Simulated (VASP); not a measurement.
# Tl (P6_3/mmc) in VASP: reference runs

Reference runs on Tl: the cell as given and a disturbed copy, then over a range of volumes.

Program: VASP 6.6.1. These are calculated values, not measurements. Logs are shortened: lines on timing, memory, paths and dates and some standing lists are left out, and cuts for length are marked.

### Step 1. The crystal as given

The structure is hexagonal, space group P6_3/mmc (No. 194). Conventional cell: a = 3.456 Å, b = 3.456 Å, c = 5.525 Å, α = 90.00°, β = 90.00°, γ = 120.00°. Around Tl (site symmetry -6m2) lie 12 Tl at 3.41 to 3.46 Å.

### Step 2. Single point, PBE

INCAR

```
  PREC = Accurate
  ENCUT = 520
  EDIFF = 1E-7
  ISMEAR = -1
  SIGMA = 0.05
  LREAL = False
  LASPH = True
  NELM = 60
  ALGO = Normal
  ISIF = 2
  LWAVE = False
  LCHARG = False
  GGA = PE
  NBANDS = 20
```

KPOINTS

```
regular mesh
0
Gamma
  9 9 5
```

POSCAR

```
Tl
1.0
    3.4560000000      0.0000000000      0.0000000000
   -1.7280000000      2.9929837955      0.0000000000
    0.0000000000      0.0000000000      5.5250000000
Tl
2
Direct
    0.6666666667      0.3333333333      0.7500000000
    0.3333333333      0.6666666667      0.2500000000
```

Potentials or basis: VASP PAW PBE potentials, release 64 (Tl_d).

Command:

```bash
$ cat potpaw_PBE.64/Tl_d/POTCAR > POTCAR
$ mpirun -np 1 vasp_std > vasp.out
```

OUTCAR:

```text
PREC = Accurate
   ENCUT = 520
   EDIFF = 1E-7
   ISMEAR = -1
   LREAL = False
   LASPH = True
   NELM = 60
   ISIF = 2
   GGA = PE

 ion  position               nearest neighbor table
   1  0.667  0.333  0.750-   2 3.41   2 3.41   2 3.41   2 3.41   2 3.41   2 3.41
   2  0.333  0.667  0.250-   1 3.41   1 3.41   1 3.41   1 3.41   1 3.41   1 3.41

  LATTYP: Found a hexagonal cell.
 ALAT       =     3.4560000000
 C/A-ratio  =     1.5986689815

  Lattice vectors:

 A1 = (   3.4560000000,   0.0000000000,   0.0000000000)
 A2 = (  -1.7280000000,   2.9929837955,   0.0000000000)
 A3 = (   0.0000000000,   0.0000000000,   5.5250000000)

Analysis of symmetry for initial positions (statically):
=====================================================================
 Subroutine PRICEL returns:
 Original cell was already a primitive cell.

 Routine SETGRP: Setting up the symmetry group for a
 hexagonal supercell.

 Subroutine GETGRP returns: Found 24 space group operations
 (whereof 12 operations were pure point group operations)
 out of a pool of 24 trial point group operations.

The static configuration has the point symmetry D_3d.
 The point group associated with its full space group is D_6h.

Analysis of symmetry for dynamics (positions and initial velocities):
=====================================================================
 Subroutine PRICEL returns:
 Original cell was already a primitive cell.

 Routine SETGRP: Setting up the symmetry group for a
 hexagonal supercell.

 Subroutine GETGRP returns: Found 24 space group operations
 (whereof 12 operations were pure point group operations)
 out of a pool of 24 trial point group operations.

The dynamic configuration has the point symmetry D_3d.
 The point group associated with its full space group is D_6h.

 Subroutine INISYM returns: Found 24 space group operations
 (whereof 12 operations are pure point group operations),
 and found     1 'primitive' translations

----------------------------------------------------------------------------------------

                                     Primitive cell

  volume of cell :      57.1492

  direct lattice vectors                    reciprocal lattice vectors
     3.456000000  0.000000000  0.000000000     0.289351852  0.167057370  0.000000000
    -1.728000000  2.992983795  0.000000000     0.000000000  0.334114739  0.000000000
     0.000000000  0.000000000  5.525000000     0.000000000  0.000000000  0.180995475

  length of vectors
     3.456000000  3.456000000  5.525000000     0.334114739  0.334114739  0.180995475

  position of ions in fractional coordinates (direct lattice)
     0.666666667  0.333333333  0.750000000
     0.333333333  0.666666667  0.250000000

  ion indices of the primitive-cell ions
   primitive index   ion index
                 1           1
                 2           2

----------------------------------------------------------------------------------------

 KPOINTS: regular mesh

Automatic generation of k-mesh.
 Grid dimensions read from file:
 generate k-points for:    9    9    5

 Generating k-lattice:

  Cartesian coordinates                     Fractional coordinates (reciprocal lattice)
     0.032150206  0.018561930  0.000000000     0.111111111 -0.000000000  0.000000000
     0.000000000  0.037123860  0.000000000     0.000000000  0.111111111  0.000000000
     0.000000000  0.000000000  0.036199095     0.000000000  0.000000000  0.200000000

  Length of vectors
     0.037123860  0.037123860  0.036199095

  Shift w.r.t. Gamma in fractional coordinates (k-lattice)
     0.000000000  0.000000000  0.000000000

 Subroutine IBZKPT returns following result:
 ===========================================

 Found     36 irreducible k-points:

 Following reciprocal coordinates:
            Coordinates               Weight
  0.000000  0.000000  0.000000      1.000000
  0.111111 -0.000000  0.000000      6.000000
  0.222222 -0.000000  0.000000      6.000000
  0.333333  0.000000  0.000000      6.000000
  0.444444 -0.000000  0.000000      6.000000
  0.111111  0.111111  0.000000      6.000000
[... 28 lines left out ...]
  0.333333  0.222222  0.400000     24.000000
  0.333333  0.333333  0.400000      4.000000
   k-points           NKPTS =     36   k-points in BZ     NKDIM =     36   number of bands    NBANDS=     20
   number of dos      NEDOS =    301   number of ions     NIONS =      2
   total plane-waves  NPLWV =  32928
   dimension x,y,z NGX =    28 NGY =   28 NGZ =   42
   dimension x,y,z NGXF=    56 NGYF=   56 NGZF=   84
   ions per type =               2
   NGX,Y,Z   is equivalent  to a cutoff of  13.47, 13.47, 12.64 a.u.
   NGXF,Y,Z  is equivalent  to a cutoff of  26.94, 26.94, 25.28 a.u.
 SYSTEM =  unknown system
   PREC   = accura    normal or accurate (medium, high low for compatibility)
   ISTART =      0    job   : 0-new  1-cont  2-samecut
   ICHARG =      2    charge: 1-file 2-atom 10-const
   ISPIN  =      1    spin polarized calculation?
   LNONCOLLINEAR =      F non collinear calculations
   LSORBIT =      F    spin-orbit coupling
   LASPH  =      T    aspherical Exc in radial PAW
   ENCUT  =  520.0 eV  38.22 Ry    6.18 a.u.   6.43  6.43 10.27*2*pi/ulx,y,z
   NELM   =     60;   NELMIN=  2; NELMDL= -5     # of ELM steps
   EDIFF  = 0.1E-06   stopping-criterion for ELM
   LREAL  =      F    real-space projection
   EDIFFG = 0.1E-05   stopping-criterion for IOM
   NSW    =      0    number of steps for IOM
   IBRION =     -1    ionic relax: 0-MD 1-quasi-New 2-CG
   NFREE  =      0    steps in history (QN), initial steepest desc. (CG)
   ISIF   =      2    stress and relaxation
   ISYM   =      2    0-nonsym 1-usesym 2-fastsym
   POTIM  = 0.5000    time-step for ionic-motion
   TEBEG  =    0.0;   TEEND  =   0.0 temperature during run
   PSTRESS=    0.0 pullay stress
   NELECT =      26.0000    total number of electrons
   NUPDOWN=      -1.0000    fix difference up-down
   EMIN   =  10.00;   EMAX   =-10.00  energy-range for DOS
   EFERMI =   0.00;   METHOD = LEGACY
   ISMEAR =    -1;   SIGMA  =   0.05  broadening in eV -4-tet -1-fermi 0-gaus
   EFERMI_NEDOS =   21; number of points for ismear=-14 and -15
   IALGO  =     38    algorithm
   IMIX   =      4    mixing-type and parameters
     AMIX     =   0.40;   BMIX     =  1.00
     AMIX_MAG =   1.60;   BMIX_MAG =  1.00
  volume/ion in A,a.u.               =      28.57       192.83
  Fermi-wavevector in a.u.,A,eV,Ry     =   1.259107  2.379366 21.569987  1.585349
  Thomas-Fermi vector in A             =   2.392683
   LORBIT       =      0    0 simple, 1 ext, 2 COOP (PROOUT), +10 PAW based schemes
   GGA     = PE    functional components
   LHFCALC =     F    Hartree Fock is set to
   AEXX    =    0.0000 exact exchange contribution
   IVDW    =     0    specifies the selected vdW correction
   LEPSILON=     F    determine dielectric tensor
   LRPA    =     F    only Hartree local field effects (RPA)
 non-spin polarized calculation
  energy-cutoff  :      520.00
  volume of cell :       57.15
 maximum number of plane-waves:      1558
 NGX is ok and might be reduce to    28
   NGX = 13   NGY = 13   NGZ = 21

 number of electron      26.0000004 magnetization

 Free energy of the ion-electron system (eV)
  ---------------------------------------------------
  ext. energy  EPLUGINS =         0.00000000
  ---------------------------------------------------
  free energy    TOTEN  =        -4.38304154 eV

  energy without entropy =       -4.36858835  energy(sigma->0) =       -4.37581494

 E-fermi :   6.5669     XC(G=0): -10.1936

 val. band max:        6.5541004149   @ k =   0.2222   0.2222   0.4000
 cond. band min:       6.6017119299   @ k =   0.2222   0.1111   0.2000
 fundamental gap:      0.0476115150
 Fermi energy:         6.5668897220

 k-point     1 :       0.0000    0.0000    0.0000
  band No.  band energies     occupation
      1      -5.2245      2.00000
      2      -4.9951      2.00000
      3      -4.9778      2.00000
      4      -4.9778      2.00000
      5      -4.9243      2.00000
      6      -4.9243      2.00000
[... 12 lines left out ...]
     19      17.4123      0.00000
     20      17.5068      0.00000

 k-point     2 :       0.1111   -0.0000    0.0000
  band No.  band energies     occupation
      1      -5.1884      2.00000
      2      -5.0357      2.00000
      3      -4.9360      2.00000
      4      -4.9259      2.00000
      5      -4.9140      2.00000
      6      -4.8902      2.00000
[... 12 lines left out ...]
     19      17.2420      0.00000
     20      18.3736      0.00000

 k-point     3 :       0.2222   -0.0000    0.0000
  band No.  band energies     occupation
      1      -5.2030      2.00000
      2      -5.0258      2.00000
      3      -4.9801      2.00000
      4      -4.9369      2.00000
      5      -4.9368      2.00000
      6      -4.8053      2.00000
[... 12 lines left out ...]
     19      16.5218      0.00000
     20      17.8677      0.00000

 k-point     4 :       0.3333    0.0000    0.0000
  band No.  band energies     occupation
      1      -5.2837      2.00000
      2      -5.0991      2.00000
      3      -5.0682      2.00000
      4      -4.9917      2.00000
      5      -4.8545      2.00000
      6      -4.7568      2.00000
[... 12 lines left out ...]
     19      15.5108      0.00000
     20      16.9278      0.00000

 k-point     5 :       0.4444   -0.0000    0.0000
  band No.  band energies     occupation
      1      -5.3391      2.00000
      2      -5.1811      2.00000
      3      -5.1107      2.00000
      4      -5.0250      2.00000
      5      -4.7996      2.00000
      6      -4.7982      2.00000
[... 12 lines left out ...]
     19      14.8922      0.00000
     20      16.4470      0.00000
[... 629 lines left out ...]
      6      -4.7077      2.00000
[... 12 lines left out ...]
     19      16.5742      0.00000
     20      16.7403      0.00000

 k-point    34 :       0.2222    0.2222    0.4000
  band No.  band energies     occupation
      1      -5.1653      2.00000
      2      -5.1439      2.00000
      3      -5.0120      2.00000
      4      -4.9400      2.00000
      5      -4.8916      2.00000
      6      -4.7854      2.00000
[... 12 lines left out ...]
     19      17.8460      0.00000
     20      18.1646      0.00000

 k-point    35 :       0.3333    0.2222    0.4000
  band No.  band energies     occupation
      1      -5.1779      2.00000
      2      -5.1430      2.00000
      3      -5.0033      2.00000
      4      -4.9806      2.00000
      5      -4.9079      2.00000
      6      -4.7470      2.00000
[... 12 lines left out ...]
     19      16.8982      0.00000
     20      18.0593      0.00000

 k-point    36 :       0.3333    0.3333    0.4000
  band No.  band energies     occupation
      1      -5.1403      2.00000
      2      -5.1403      2.00000
      3      -5.0237      2.00000
      4      -4.8515      2.00000
      5      -4.8104      2.00000
      6      -4.8104      2.00000
[... 12 lines left out ...]
     19      16.2753      0.00000
     20      18.8459      0.00000

------------------------ aborting loop because EDIFF is reached ----------------------------------------

  FORCE on cell =-STRESS in cart. coord.  units (eV):
  Direction    XX          YY          ZZ          XY          YZ          ZX
  --------------------------------------------------------------------------------------
  -------------------------------------------------------------------------------------
  Total        1.0378390      1.0378390      1.5247393     -0.0000000      0.0000000      0.0000000
  in kB       29.0957912     29.0957912     42.7460316     -0.0000000      0.0000000      0.0000000
  external PRESSURE =      33.6458713 kB  Pullay stress =       0.0000000 kB

 VOLUME and BASIS-vectors are now :
 -----------------------------------------------------------------------------
  energy-cutoff  :      520.00
  volume of cell :       57.15
      direct lattice vectors                 reciprocal lattice vectors
     3.456000000  0.000000000  0.000000000     0.289351852  0.167057370  0.000000000
    -1.728000000  2.992983795  0.000000000     0.000000000  0.334114739  0.000000000
     0.000000000  0.000000000  5.525000000     0.000000000  0.000000000  0.180995475

 POSITION                                       TOTAL-FORCE (eV/Angst)
 -----------------------------------------------------------------------------------
      1.72800      0.99766      4.14375        -0.000000      0.000000      0.000000
     -0.00000      1.99532      1.38125         0.000000     -0.000000      0.000000
 -----------------------------------------------------------------------------------
    total drift:                               -0.000000      0.000000     -0.000000

  FREE ENERGIE OF THE ION-ELECTRON SYSTEM (eV)
  ---------------------------------------------------
  free  energy   TOTEN  =        -4.3830415350 eV

  energy  without entropy=       -4.3685883457  energy(sigma->0) =       -4.37581494
```

Wall time 13 s (1 thread of AMD EPYC 9R45 (Zen 5), shared host); peak memory 0.15 GiB.

Results:

```yaml
Free_energy: -4.3830 eV
Pressure: 3.4 GPa
Band_gap_on_the_k_mesh: none (metal or under the smearing width)
```

Spin-orbit coupling is left out, which matters for the levels of Tl.

### Step 3. Single point, PBE (atoms moved at random, drawn with an rms of 0.05 Å)

INCAR

```
  PREC = Accurate
  ENCUT = 520
  EDIFF = 1E-7
  ISMEAR = -1
  SIGMA = 0.05
  LREAL = F
  LASPH = T
  NELM = 80
  ALGO = Normal
  ISIF = 2
  LWAVE = F
  LCHARG = F
  GGA = PE
  NBANDS = 20
```

KPOINTS

```
Automatic mesh
0
Gamma
  9 9 5
```

POSCAR

```
Tl
1.0
    3.4560000000      0.0000000000      0.0000000000
   -1.7280000000      2.9929837955      0.0000000000
    0.0000000000      0.0000000000      5.5250000000
Tl
2
Direct
    0.6674960000      0.3196380000      0.7412520000
    0.3290320000      0.6627540000      0.2428710000
```

Potentials or basis: VASP PAW PBE potentials, release 64 (Tl_d).

Command:

```bash
$ cat potpaw_PBE.64/Tl_d/POTCAR > POTCAR
$ mpirun -np 1 vasp_std > vasp.out
```

OUTCAR:

```text
PREC = Accurate
   ENCUT = 520
   EDIFF = 1E-7
   ISMEAR = -1
   LREAL = F
   LASPH = T
   NELM = 80
   ISIF = 2
   GGA = PE

 ion  position               nearest neighbor table
   1  0.667  0.320  0.741-   2 3.38   2 3.39   2 3.40   2 3.41   2 3.43   2 3.44
   2  0.329  0.663  0.243-   1 3.38   1 3.39   1 3.40   1 3.41   1 3.43   1 3.44

  LATTYP: Found a hexagonal cell.
 ALAT       =     3.4560000000
 C/A-ratio  =     1.5986689815

  Lattice vectors:

 A1 = (   3.4560000000,   0.0000000000,   0.0000000000)
[... 216 lines left out ...]
      2      -4.9982      2.00000
      3      -4.9804      2.00000
      4      -4.9753      2.00000
      5      -4.9253      2.00000
      6      -4.9217      2.00000
[... 909 lines left out ...]
     19      13.8604      0.00000
     20      19.2364      0.00000

 [... further k-points ...]
[... 5 lines left out ...]
  --------------------------------------------------------------------------------------
  -------------------------------------------------------------------------------------
  Total        0.9896020      1.0852186      1.5283389      0.0593299      0.0007635     -0.0009207
  in kB       27.7434692     30.4240782     42.8469446      1.6633117      0.0214049     -0.0258107
  external PRESSURE =      33.6714973 kB  Pullay stress =       0.0000000 kB

 VOLUME and BASIS-vectors are now :
 -----------------------------------------------------------------------------
  energy-cutoff  :      520.00
  volume of cell :       57.15
      direct lattice vectors                 reciprocal lattice vectors
     3.456000000  0.000000000  0.000000000     0.289351852  0.167057370  0.000000000
    -1.728000000  2.992983795  0.000000000     0.000000000  0.334114739  0.000000000
     0.000000000  0.000000000  5.525000000     0.000000000  0.000000000  0.180995475

 POSITION                                       TOTAL-FORCE (eV/Angst)
 -----------------------------------------------------------------------------------
      1.75453      0.95667      4.09542        -0.007929      0.007534      0.029083
     -0.00810      1.98361      1.34186         0.007929     -0.007534     -0.029083
 -----------------------------------------------------------------------------------
    total drift:                               -0.000020     -0.000001     -0.000052

  FREE ENERGIE OF THE ION-ELECTRON SYSTEM (eV)
  ---------------------------------------------------
  free  energy   TOTEN  =        -4.3826512485 eV

  energy  without entropy=       -4.3683154874  energy(sigma->0) =       -4.37548337
```

OSZICAR:

```text
N       E                     dE             d eps       ncg     rms          rms(c)
DAV:   1     0.130762297356E+03    0.13076E+03   -0.14267E+04  8176   0.123E+03
DAV:   2    -0.191006126821E+01   -0.13267E+03   -0.13021E+03  8924   0.276E+02
DAV:   3    -0.442073585719E+01   -0.25107E+01   -0.24997E+01  9340   0.333E+01
DAV:   4    -0.443581568261E+01   -0.15080E-01   -0.15077E-01  8572   0.281E+00
DAV:   5    -0.443602514375E+01   -0.20946E-03   -0.20946E-03  9124   0.329E-01    0.312E+00
DAV:   6    -0.439116407790E+01    0.44861E-01   -0.75232E-02  8580   0.214E+00    0.218E+00
DAV:   7    -0.438331548207E+01    0.78486E-02   -0.35016E-02  8760   0.146E+00    0.698E-01
DAV:   8    -0.438263969339E+01    0.67579E-03   -0.32297E-03  8580   0.422E-01    0.378E-02
DAV:   9    -0.438264595494E+01   -0.62615E-05   -0.22478E-05  9032   0.394E-02    0.151E-02
DAV:  10    -0.438265098512E+01   -0.50302E-05   -0.46891E-06  8928   0.173E-02    0.141E-03
DAV:  11    -0.438265122876E+01   -0.24365E-06   -0.36262E-07  7896   0.416E-03    0.786E-04
DAV:  12    -0.438265124853E+01   -0.19765E-07   -0.41579E-08  4404   0.163E-03
   1 F= -.43826512E+01 E0= -.43754834E+01  d E =-.143358E-01
```

Run time: 83 s. Hardware: 1 thread of AMD EPYC 9R45 (Zen 5), shared host; peak memory 0.28 GiB.

What came out:

* Free energy: -4.3827 eV
* Pressure: 3.4 GPa
* Largest force: 0.031 eV/Å
* Band gap on the k mesh: none (metal or under the smearing width)

Forces in eV/Å, atoms in the order of the input:
```
Tl  -0.008  0.008  0.029
Tl   0.008 -0.008 -0.029
```

Levels at points of the mesh, in eV from the Fermi level:
| k point | band 10 | band 11 | band 12 | band 13 | band 14 | band 15 | band 16 | band 17 |
| --- | --- | --- | --- | --- | --- | --- | --- | --- |
| (0.00, 0.00, 0.00) | -11.07 | -10.03 | -5.09 | -2.82 | 7.93 | 8.07 | 9.96 | 10.19 |

### Step 4. Equation of state, PBE, 26.86 Å³/atom (volume scaled by 0.94)

INCAR

```
SYSTEM = Tl
PREC = Accurate
ENCUT = 520
EDIFF = 1E-7
ISMEAR = -1
SIGMA = 0.05
LREAL = .FALSE.
LASPH = .TRUE.
NELM = 60
ALGO = Normal
ISIF = 2
LWAVE = .FALSE.
LCHARG = .FALSE.
GGA = PE
NBANDS = 20
```

KPOINTS

```
regular mesh
0
G
  9 9 5
  0 0 0
```

POSCAR

```
Tl
1.0
    3.3854495917      0.0000000000      0.0000000000
   -1.6927247959      2.9318853497      0.0000000000
    0.0000000000      0.0000000000      5.4122132507
Tl
2
Direct
    0.6666666667      0.3333333333      0.7500000000
    0.3333333333      0.6666666667      0.2500000000
```

Command:

```bash
$ cat potpaw_PBE.64/Tl_d/POTCAR > POTCAR
$ mpirun -np 1 vasp_std > vasp.out
```

It took 18 s on 1 thread of AMD EPYC 9R45 (Zen 5), shared host; peak memory 0.16 GiB.

It converged, with:

```yaml
Free_energy: -4.2776 eV
Pressure: 6.5 GPa
Band_gap_on_the_k_mesh: none (metal or under the smearing width)
```

### Step 5. Equation of state, PBE, 27.43 Å³/atom (volume scaled by 0.96)

INCAR

```
  ALGO = Normal
  EDIFF = 1E-7
  ENCUT = 520
  GGA = PE
  ISIF = 2
  ISMEAR = -1
  LASPH = True
  LCHARG = False
  LREAL = False
  LWAVE = False
  NBANDS = 20
  NELM = 60
  PREC = Accurate
  SIGMA = 0.05
```

KPOINTS

```
k-points
0
Gamma
  9 9 5
```

POSCAR

```
Tl
1.0
    3.4092915716      0.0000000000      0.0000000000
   -1.7046457858      2.9525331099      0.0000000000
    0.0000000000      0.0000000000      5.4503286843
Tl
2
Direct
    0.6666666667      0.3333333333      0.7500000000
    0.3333333333      0.6666666667      0.2500000000
```

Command:

```bash
$ cat potpaw_PBE.64/Tl_d/POTCAR > POTCAR
$ mpirun -np 1 vasp_std > vasp.out
```

It took 18 s on 1 thread of AMD EPYC 9R45 (Zen 5), shared host; peak memory 0.15 GiB.

The run converged. Its results:

```
Free energy            : -4.3203 eV
Pressure               : 5.3 GPa
Band gap on the k mesh : none (metal or under the smearing width)
```

[end of part 1 of 2]
